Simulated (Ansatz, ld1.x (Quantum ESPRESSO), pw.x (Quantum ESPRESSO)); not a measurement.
# La (Z = 57): one change to the TM potential, in the atom and in the fcc crystal

```
Element                 : lanthanum
Generator               : ld1.x (Quantum ESPRESSO) 7.5
Type                    : norm-conserving Troullier–Martins (Kleinman–Bylander form)
Functional              : PBE
Relativity              : scalar-relativistic
Frozen core             : [Kr] 4d10 5s2
Valence charge          : 9
Reference configuration : 4f0 5p6 5d1 6s2 6p0
Partial waves           : 5p (bound): rc 2.65 bohr; 5d (bound): rc 2.35 bohr; 4f (bound, empty): rc 1.30 bohr; 6s (bound): rc 3.50 bohr
Local potential         : the s channel
Core correction         : a·sin(br)/r model core inside 1.00 bohr
```

Change: all radii but the core radius scaled by about 1.24 (s 4.36, p 3.30, d 2.92, f 1.62 bohr).

Cutoffs, loose and tight: the cutoffs (Ry, on a coarse ladder) from which the occupation-weighted sum of valence levels, in a spherical-Bessel basis at the reference potential, stays within 10 and 1 mRy of its value at 400 Ry. They do not see the model core or the augmentation charge, which bear on the density cutoff. Test errors are all-electron minus pseudo excitation energies from the reference, over the configurations 4f0 5p6 5d1 6s1 6p0; 4f0 5p6 5d1 6s0 6p0; 4f0 5p6 5d0 6s0 6p0; 4f0 5p6 5d1 6s0 6p2; 4f0 5p6 5d0 6s2 6p1; 4f0 5p6 5d1.5 6s1.5 6p0; 4f0 5p6 5d1 6s1.5 6p0; variants that change the core or the reference have their own tests.

Crystal test: fcc La in pw.x 7.5, no spin, 11³ k-points, Fermi–Dirac smearing 0.01 Ry, cutoffs set for each file from its atomic test. The reference is all-electron LAPW (Ansatz 0.2.0) with the same functional, mesh and smearing; V0 and B0 come from Birch–Murnaghan fits to the pressures at five volumes. Errors are pseudo minus all-electron; Δ is the rms difference of the E(V) curves that follow from these fits, minima aligned, over ±6 % about the mean V0. Mesh and smearing are coarse, so the numbers serve the comparison and aren't converged zero-temperature values; the lattice is a test structure that the element need not adopt.

All-electron: a0 = 5.299 Å (V0 = 37.20 Å³/atom), B0 = 25.0 GPa.

Question: Does the change bring the crystal closer to the all-electron result?

Answer: The mean pressure error goes from +9.62 to +7.77 GPa, so the change moves the solid closer to the all-electron pressures. Neither pressure curve crosses zero within the volumes sampled, so no fits are given.

```csv
quantity,base,changed
outcome (atom),generated,generated
"cutoff, loose (atom)",15 Ry,12 Ry
"cutoff, tight (atom)",21 Ry,18 Ry
bound ghosts (atom),none,none
largest test error (meV) (atom),-497 over the solved tests; 1 of 7 tests not solved or not reliable,-804
cutoffs in pw.x (Ry),50/200,50/200
mean pressure error (GPa),+9.62,+7.77
```

Base: This is a poor potential for the solid. The free energy does not fall steadily as the cutoff rises, most likely since the density grid, which shrinks with it, is too coarse for the model core; the lower cutoffs are not converged. Atomic configuration tests: 1 of 7 tests not solved or not reliable. The cutoffs count occupied waves only; the empty 4f level needs 160 Ry at the loose tolerance. Changed file: The largest radius (4.36 bohr) exceeds half the bond length (3.53 bohr), so the spheres overlap, which is one possible source of error among others. This is a poor potential for the solid. The free energy does not fall steadily as the cutoff rises, most likely since the density grid, which shrinks with it, is too coarse for the model core; the lower cutoffs are not converged. The cutoffs count occupied waves only; the empty 4f level needs 120 Ry at the loose tolerance. The atomic cutoffs weigh occupied waves only.
